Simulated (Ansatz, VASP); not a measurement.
## Two plane-wave programs on PbSe (Clausthalite)

File INCAR:

```
SYSTEM = PbSe
  ALGO = Fast
  EDIFF = 1E-6
  ENCUT = 550
  GGA = PE
  ISIF = 2
  ISMEAR = -1
  LASPH = .TRUE.
  LCHARG = .FALSE.
  LREAL = .FALSE.
  LWAVE = .FALSE.
  NELM = 100
  PREC = Accurate
  SIGMA = 0.05
```

Contents of KPOINTS:

```
k-points
0
G
  8 8 8
  0 0 0
```

POSCAR

```
PbSe
1.0
    0.0000000000      3.0606500000      3.0606500000
    3.0606500000      0.0000000000      3.0606500000
    3.0606500000      3.0606500000      0.0000000000
Pb Se
1 1
Direct
    0.0000000000      0.0000000000      0.0000000000
    0.5000000000      0.5000000000      0.5000000000
```

File KPOINTS_OPT:

```
path GXWKGLUWLK,UX
20
line-mode
reciprocal
 0.0000000000  0.0000000000  0.0000000000  G
 0.5000000000  0.0000000000  0.5000000000  X

 0.5000000000  0.0000000000  0.5000000000  X
 0.5000000000  0.2500000000  0.7500000000  W

 0.5000000000  0.2500000000  0.7500000000  W
 0.3750000000  0.3750000000  0.7500000000  K

 0.3750000000  0.3750000000  0.7500000000  K
 0.0000000000  0.0000000000  0.0000000000  G

 0.0000000000  0.0000000000  0.0000000000  G
 0.5000000000  0.5000000000  0.5000000000  L

 0.5000000000  0.5000000000  0.5000000000  L
 0.6250000000  0.2500000000  0.6250000000  U

 0.6250000000  0.2500000000  0.6250000000  U
 0.5000000000  0.2500000000  0.7500000000  W

 0.5000000000  0.2500000000  0.7500000000  W
 0.5000000000  0.5000000000  0.5000000000  L

 0.5000000000  0.5000000000  0.5000000000  L
 0.3750000000  0.3750000000  0.7500000000  K

 0.6250000000  0.2500000000  0.6250000000  U
 0.5000000000  0.0000000000  0.5000000000  X
```

input.yaml

```yaml
crystal:
  lattice:
    - [0.0, 3.06065, 3.06065]
    - [3.06065, 0.0, 3.06065]
    - [3.06065, 3.06065, 0.0]
  atoms:
    - { symbol: Pb, position: [0.0, 0.0, 0.0] }
    - { symbol: Se, position: [0.5, 0.5, 0.5] }
hamiltonian:
  xc: pbe
  pseudopotentials: { kind: paw }
kpoints:
  mp_grid: { grid: [8, 8, 8] }
  band_path:
    path:
      - [[0.0, 0.0, 0.0], [0.5, 0.0, 0.5], [0.5, 0.25, 0.75], [0.375, 0.375, 0.75], [0.0, 0.0, 0.0], [0.5, 0.5, 0.5], [0.625, 0.25, 0.625], [0.5, 0.25, 0.75], [0.5, 0.5, 0.5], [0.375, 0.375, 0.75]]
      - [[0.625, 0.25, 0.625], [0.5, 0.0, 0.5]]
    npoints: 14
scf:
  occupations: { method: fermi_dirac, width: 0.05 }
  n_extra_bands: 6
output:
  forces: true
  stress: true
  eigenvalues: true
  fatbands: false
  write_density: true
  write_potential: true
  elf: true
  volumetric_format: npy
```

Alike in both runs: task band structure; functional PBE; k mesh 8 × 8 × 8; occupations fermi-dirac, width 0.05 eV; no spin polarisation.

|  | VASP | Ansatz |
| --- | --- | --- |
| version | VASP 6.6.1 | Ansatz 0.2.0 |
| potentials or method | VASP PAW PBE potentials, release 64 (Pb_d_GW, Se_GW) | Ansatz PAW |
| plane-wave cutoff (eV) | 550 | 420 |
| valence electrons in the cell | 22 | 30 |

|  | VASP | Ansatz | Ansatz less VASP |
| --- | --- | --- | --- |
| gap on the k mesh at the Fermi level (eV) | 0.29 | 0.29 | 0.000 |
| least direct gap on the mesh (eV) | 0.29 | 0.29 | 0.000 |
| gap along the band path (eV) | 0.29 | 0.29 | 0.000 |
| pressure (GPa) | 2.4 | 2.4 | +0.01 |

The two sets of potentials don't hold the same shells in valence.

Caveats: spin-orbit coupling is left out, which as a rule narrows the gap of such compounds by several tenths of an eV.
